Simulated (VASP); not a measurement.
Crystal: Ir.

```xyz
1
Lattice="-1.5255 1.5255 1.5255 1.5255 -1.5255 1.5255 1.5255 1.5255 -1.5255" Properties=species:S:1:pos:R:3 pbc="T T T"
Ir    0.0000    0.0000    0.0000
```

This isn't the form of Ir at room conditions, which is fcc.

| Quantity | Value |
| --- | --- |
| Program | VASP 6.6.1 |
| Task | relaxation of cell and atoms |
| Functional | r2SCAN |
| Potentials or basis | VASP PAW PBE potentials, release 64 (Ir) |
| Cutoff | 600 eV |
| k mesh | 20 × 20 × 20 |
| Occupations | gaussian, width 0.1 eV |
| Spin | no spin polarisation |

At the start: pressure 15.8 GPa; volume 14.20 Å³/atom.

**Question.** Where does the relaxation end?

**Answer.** Over 15 steps the energy falls by 28.9 meV/atom and the volume is 14.81 Å³/atom (+4.3 %); space group Im-3m (No. 229, to 0.05 Å).

Step by step:
```tsv
step	energy change (eV)	largest force (eV/Å)	pressure (GPa)	volume (Å³)
1	0.0000	0.0000	15.80	14.20
2	0.2831	0.0000	-34.54	17.28
3	-0.0287	0.0000	-0.98	14.86
4	-0.0289	0.0000	-0.07	14.82
5	-0.0289	0.0000	0.21	14.80
6	-0.0289	0.0000	0.20	14.81
7	-0.0289	0.0000	0.17	14.81
8	-0.0289	0.0000	0.17	14.81
9	-0.0289	0.0000	0.17	14.81
10	-0.0289	0.0000	0.16	14.81
11	-0.0289	0.0000	0.16	14.81
12	-0.0289	0.0000	0.16	14.81
13	-0.0289	0.0000	0.13	14.81
14	-0.0289	0.0000	0.11	14.81
15	-0.0289	0.0000	0.04	14.81
```

Final structure:
```cif
data_structure
_symmetry_space_group_name_H-M 'P 1'
_symmetry_Int_Tables_number 1
_cell_length_a 2.6797
_cell_length_b 2.6797
_cell_length_c 2.6797
_cell_angle_alpha 109.471
_cell_angle_beta 109.471
_cell_angle_gamma 109.471
_cell_volume 14.81
loop_
_atom_site_label
_atom_site_type_symbol
_atom_site_fract_x
_atom_site_fract_y
_atom_site_fract_z
_atom_site_occupancy
Ir1 Ir 0.00000 0.00000 0.00000 1
```

Caveat: the PAW data sets were made with another functional, which shifts forces and pressure a little.
